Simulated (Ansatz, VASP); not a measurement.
Given: the input of a run of VASP 6.6.1 on Ta.

File INCAR:

```
  ALGO = Normal
  EDIFF = 1E-6
  ENCUT = 520
  ISIF = 2
  ISMEAR = -1
  LASPH = T
  LCHARG = F
  LREAL = F
  LWAVE = F
  NBANDS = 12
  NELM = 100
  PREC = Accurate
  SIGMA = 0.05
```

The input KPOINTS:

```
k-points
0
Gamma
  11 11 11
```

The input POSCAR:

```
Ta
1.0
   -1.6730098603      1.6730098603      1.6730098603
    1.6730098603     -1.6730098603      1.6730098603
    1.6730098603      1.6730098603     -1.6730098603
Ta
1
Direct
    0.0000000000      0.0000000000      0.0000000000
```

Potentials or basis: VASP PAW LDA potentials, release 64 (Ta_pv).

Launch:

```sh
$ cat potpaw_LDA.64/Ta_pv/POTCAR > POTCAR
$ mpirun -np 1 vasp_std > vasp.out
```

**Question.** Translate it to Ansatz 0.2.0. Potentials there: all-electron LAPW, scalar-relativistic.

**Answer.** As run (the cutoff follows the program's own potentials):

File input.yaml:

```yaml
crystal:
  lattice:
    - [-1.6730098603, 1.6730098603, 1.6730098603]
    - [1.6730098603, -1.6730098603, 1.6730098603]
    - [1.6730098603, 1.6730098603, -1.6730098603]
  atoms:
    - { symbol: Ta, position: [0.0, 0.0, 0.0] }
kpoints:
  mp_grid: { grid: [11, 11, 11] }
scf:
  occupations: { method: fermi_dirac, width: 0.05 }
hamiltonian:
  xc: lda
  pseudopotentials: { kind: all_electron, lapw: { basis_error: 0.001 } }
output:
  forces: true
  stress: true
  eigenvalues: true
```

Potentials or basis: all-electron LAPW, scalar-relativistic.

Command:

```console
$ ansatz run input.yaml --threads 1 --pin off --max-ram 3072MiB --backend cpu --events-out ev --progress --plain --runs-dir out
```

Both were run:

|  | VASP | Ansatz | Ansatz less VASP |
| --- | --- | --- | --- |
| gap on the k mesh at the Fermi level (eV) | none | none | - |
| pressure (GPa) | -15.4 | -16.1 | -0.64 |

A gap of «none» marks a metal or a gap that the smearing closes. Ansatz ran all-electron here, so the differences hold the error of VASP's frozen core and of both bases.

Caveats: so large a pressure means that the cell lies far from this level's equilibrium, or that cutoff or potentials fall short (VASP). Spin-orbit coupling is left out, which matters for the levels of Ta.
